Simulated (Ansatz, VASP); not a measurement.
# SiC2: VASP beside Ansatz

```
Si C
1.0
     2.94751    0.00000    0.00000
    -1.47376    2.55262    0.00000
     0.00000    0.00000    7.26293
Si C
2 4
Direct
  0.33333 0.66667 0.29608
  0.66667 0.33333 0.70392
  0.00000 0.00000 0.61025
  0.66667 0.33333 0.96529
  0.00000 0.00000 0.38975
  0.33333 0.66667 0.03471
```

Alike in both runs: functional PBE; k mesh 12 × 12 × 4; occupations gaussian, width 0.02 eV; no spin polarisation.

Ansatz relaxed the structure, and its values are those at the end. VASP's run is a single point on that final structure, the one shown.

|  | VASP | Ansatz |
| --- | --- | --- |
| version | VASP 6.6.1 | Ansatz 0.2.0 |
| potentials or method | VASP PAW PBE potentials, release 64 (Si, C) | scalar-relativistic, plane waves, PAW |
| plane-wave cutoff (eV) | 520 | 420 |
| valence electrons in the cell | 24 | 24 |

|  | VASP | Ansatz | Ansatz less VASP |
| --- | --- | --- | --- |
| gap on the k mesh at the Fermi level (eV) | 1.47 | 1.47 | +0.001 |
| least direct gap on the mesh (eV) | 1.92 | 1.91 | -0.010 |
| pressure (GPa) | 0.0 | 0.0 | +0.03 |
| rms of the force components (eV/Å) | 0.012 | 0.004 | -0.0082 |

A k mesh can miss the band edges. PBE gaps usually lie below the measured ones, often by a third to a half.
